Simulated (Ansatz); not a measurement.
# MgS: the cost of one run

Method: DFT PBE, scalar-relativistic, plane waves, PAW, in Ansatz 0.2.0.

## Step 1: The starting structure

It takes space group P4_12_12 (No. 92, tetragonal). The conventional cell has a = 6.578 Å, b = 6.578 Å, c = 3.591 Å, α = 90.00°, β = 90.00°, γ = 90.00°. Mg (site symmetry 2) has 4 S at 2.34 to 2.40 Å as nearest neighbours. S (site symmetry 2) has 4 Mg at 2.34 to 2.40 Å as nearest neighbours.

As a file:

```
Mg S
1.0
     6.57831    0.00000    0.00000
     0.00000    6.57831    0.00000
     0.00000    0.00000    3.59118
Mg S
4 4
Direct
  0.66924 0.66924 0.50000
  0.16924 0.83076 0.25000
  0.33076 0.33076 0.00000
  0.83076 0.16924 0.75000
  0.83076 0.83076 0.00000
  0.33076 0.66924 0.75000
  0.16924 0.16924 0.50000
  0.66924 0.33076 0.25000
```

A structure generator made this guess: 4-connected net, two elements alternating (P4_12_12, No. 92). Its size is a rough estimate.

## Step 2: Probe: one point on a coarse mesh

Contents of input.yaml:

```yaml
crystal:
  lattice:
    - [6.57831181, 0.0, 0.0]
    - [0.0, 6.57831181, 0.0]
    - [0.0, 0.0, 3.59118435]
  atoms:
    - { symbol: Mg, position: [0.66924326, 0.66924326, 0.5] }
    - { symbol: Mg, position: [0.16924326, 0.83075674, 0.25] }
    - { symbol: Mg, position: [0.33075674, 0.33075674, 0.0] }
    - { symbol: Mg, position: [0.83075674, 0.16924326, 0.75] }
    - { symbol: S, position: [0.83075674, 0.83075674, 0.0] }
    - { symbol: S, position: [0.33075674, 0.66924326, 0.75] }
    - { symbol: S, position: [0.16924326, 0.16924326, 0.5] }
    - { symbol: S, position: [0.66924326, 0.33075674, 0.25] }
basis:
  ecutwfc: 420
kpoints:
  mp_grid: { grid: [4, 4, 6] }
hamiltonian:
  xc: pbe
scf:
  occupations: { method: gaussian, width: 0.1 }
  lower_state_search: "off"
output:
  forces: true
  stress: true
  eigenvalues: true
```

Command:

```sh
ansatz run input.yaml --threads 1 --pin off --max-ram 2560MiB --backend cpu --events-out ev --progress --plain --runs-dir out
```

Q: Estimate wall time and peak memory on 1 thread of Arm Neoverse V1, shared host.

About 12 s, with a peak of 0.37 GiB.
